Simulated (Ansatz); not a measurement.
Calculated field gradients at the nuclei for SiO₂ at a changed volume

The cell is an entry of the Crystallography Open Database (COD), relaxed with PBE at fixed cell and then changed (volume scaled by 0.96, ions relaxed).

Space group P2_13 (No. 198); a = 7.0632 Å.

```
site  Wyckoff  site symmetry       x       y       z
 Si1       4a            .3.  0.2869  0.2869  0.2869
 Si5       4a            .3.  0.0234  0.0234  0.0234
  O9       4a            .3.  0.1550  0.1550  0.1550
 O13      12b              1  0.6391  0.6683  0.0304
```

One atom of each set is listed.

Method: Kohn–Sham DFT in Ansatz, PBE, plane waves and PAW, scalar-relativistic, 420 eV cutoff, Γ-centred 4×4×4 k-points, Fermi–Dirac smearing 0.02 eV.

Conventions: |V_zz| ≥ |V_yy| ≥ |V_xx|, η = (V_xx − V_yy)/V_zz, C_Q = eQV_zz/h.

¹⁷O: I = 5/2, Q = -25.58 mb. Nuclear quadrupole moments: year-2017 set (Pyykkö).

Question: Which values are expected at the nuclei?

Answer: 

```csv
site,atoms,first shell,V_zz (10²¹ V/m²),η,C_Q (MHz)
Si1,4,4 O at 1.61–1.62 Å,0.51,0.00,–
Si5,4,4 O at 1.61–1.63 Å,-0.21,0.00,–
O9,4,"2 Si at 1.61 Å, angle 180°",10.55,0.00,-6.53
O13,12,"2 Si at 1.62–1.63 Å, angle 141°",9.36,0.23,-5.79
```

An axis of threefold or higher order runs through Si1, Si5 and O9, so V_zz lies along it and η is zero. At O13 V_zz runs parallel to the line that joins its two neighbours (within 1°).

Si has no stable isotope with a ground-state quadrupole moment in the table, so no C_Q is given.

The database positions were far from equilibrium, so the relaxed structure may not be the compound's real one.

The relaxation (6 steps) took 26 s of wall time (90 s of CPU time) and 1.1 GiB at its peak, on 4 threads of Intel Xeon 6975P-C (Granite Rapids) (x86_64; 16 cores open to the job, memory cap 8.0 GiB, no GPU), a shared host with a load of 0.5 a core.
